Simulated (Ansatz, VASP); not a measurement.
Nb in VASP and in Ansatz

Contents of INCAR:

```
PREC     = Accurate       # precision mode
ENCUT    = 520            # plane-wave cutoff, eV
EDIFF    = 1E-6           # SCF threshold, eV
ISMEAR   = -1             # smearing method
SIGMA    = 0.05           # smearing width, eV
LREAL    = False          # projectors in reciprocal space
LASPH    = True           # aspherical terms in the spheres
NELM     = 80             # most SCF steps
ALGO     = Normal         # electronic algorithm
ISIF     = 2              # what is computed and relaxed
LWAVE    = False          # write WAVECAR
LCHARG   = False          # write CHGCAR
GGA      = PE             # functional
NBANDS   = 12             # bands
```

Contents of KPOINTS:

```
regular mesh
0
Gamma
  16 16 16
```

POSCAR

```
Nb
1.0
   -1.3954346740      1.3954346740      1.3954346740
    1.3954346740     -1.3954346740      1.3954346740
    1.3954346740      1.3954346740     -1.3954346740
Nb
1
Direct
    0.0000000000      0.0000000000      0.0000000000
```

Input for Ansatz:

```yaml
crystal:
  lattice:
    - [-1.395434674, 1.395434674, 1.395434674]
    - [1.395434674, -1.395434674, 1.395434674]
    - [1.395434674, 1.395434674, -1.395434674]
  atoms:
    - { symbol: Nb, position: [0.0, 0.0, 0.0] }
kpoints:
  mp_grid: { grid: [16, 16, 16] }
scf:
  occupations: { method: fermi_dirac, width: 0.05 }
hamiltonian:
  xc: pbe
  pseudopotentials: { kind: paw }
output:
  forces: true
  stress: true
  eigenvalues: true
  populations: true
  write_density: true
  write_potential: true
  elf: true
  volumetric_format: npy
```

Change from the starting cell: volume scaled by 0.6, PAW files.

Alike in both runs: task single point; functional PBE; k mesh 16 × 16 × 16; occupations fermi-dirac, width 0.05 eV; no spin polarisation.

|  | VASP | Ansatz |
| --- | --- | --- |
| version | VASP 6.6.1 | Ansatz 0.2.0 |
| potentials or method | VASP PAW PBE potentials, release 64 (Nb_sv) | PAW with Ansatz's default frozen-core files, scalar-relativistic |
| plane-wave cutoff (eV) | 520 | 420 |
| valence electrons in the cell | 13 | 13 |

```tsv
	VASP	Ansatz	Ansatz less VASP
pressure (GPa)	222.7	222.3	-0.36
```

Caveats: the cell as given lies far from equilibrium; so large a pressure means that the cell lies far from this level's equilibrium, or that cutoff or potentials fall short (VASP).
